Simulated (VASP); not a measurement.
Write the native input for VASP 6.6.1 that does the following.

```yaml
Task: single point
Functional: r2SCAN
Potentials_or_basis: VASP PAW PBE potentials, release 64 (Si, Mo_sv)
Cutoff: 520 eV
k_mesh: 6 × 6 × 6
Occupations: gaussian, width 0.1 eV
Spin: no spin polarisation
Further_INCAR_settings: ALGO = Normal; EDIFF = 1e-06
```

The structure of SiMo3 lies in POSCAR:

```
SiMo3                                   
1.0
    5.4185984247      0.0000000000      0.0000000000
   -2.7092992123      4.6926438921      0.0000000000
    0.0000000000      0.0000000000      4.7194953087
  Si              Mo            
     2     6
Direct
     0.3333333300000021    0.6666666699999979    0.2500000000000000
     0.6666666699999979    0.3333333300000021    0.7500000000000000
     0.8325742151706024    0.6651484203412039    0.2500000000000000
     0.1674257848293976    0.8325742151706024    0.7500000000000000
     0.6651484203412039    0.8325742151706024    0.7500000000000000
     0.3348515796587961    0.1674257848293976    0.2500000000000000
     0.8325742151706024    0.1674257848293976    0.2500000000000000
     0.1674257848293976    0.3348515796587961    0.7500000000000000
```

The cell was built by a generator and needn't be a form met in nature.

One way to write it, as run:

INCAR

```
SYSTEM = SiMo3
ALGO = Normal
EDIFF = 1E-6
ENCUT = 520
ISIF = 2
ISMEAR = 0
KPAR = 4
LASPH = .True.
LCHARG = .False.
LMIXTAU = .True.
LREAL = .False.
LWAVE = .False.
METAGGA = R2SCAN
NELM = 150
PREC = Accurate
SIGMA = 0.1
```

KPOINTS

```
k-points
0
Gamma
  6 6 6
  0 0 0
```

Potentials or basis: VASP PAW PBE potentials, release 64 (Si, Mo_sv).

The run is started by

```bash
$ cat potpaw_PBE.64/Si/POTCAR potpaw_PBE.64/Mo_sv/POTCAR > POTCAR
$ mpirun -np 4 vasp_std > vasp.out
```

Results of the run:

* Pressure: -2.4 GPa
* Largest force: 0.091 eV/Å
* Band gap on the k mesh: none (metal or under the smearing width)

Caveat: the PAW data sets were made with another functional, which shifts forces and pressure a little.

Run time: 2.6 min on 4 MPI ranks on AMD EPYC 9R45 96-Core Processor (Zen 5), on a shared host, peak memory 0.31 GiB a rank.
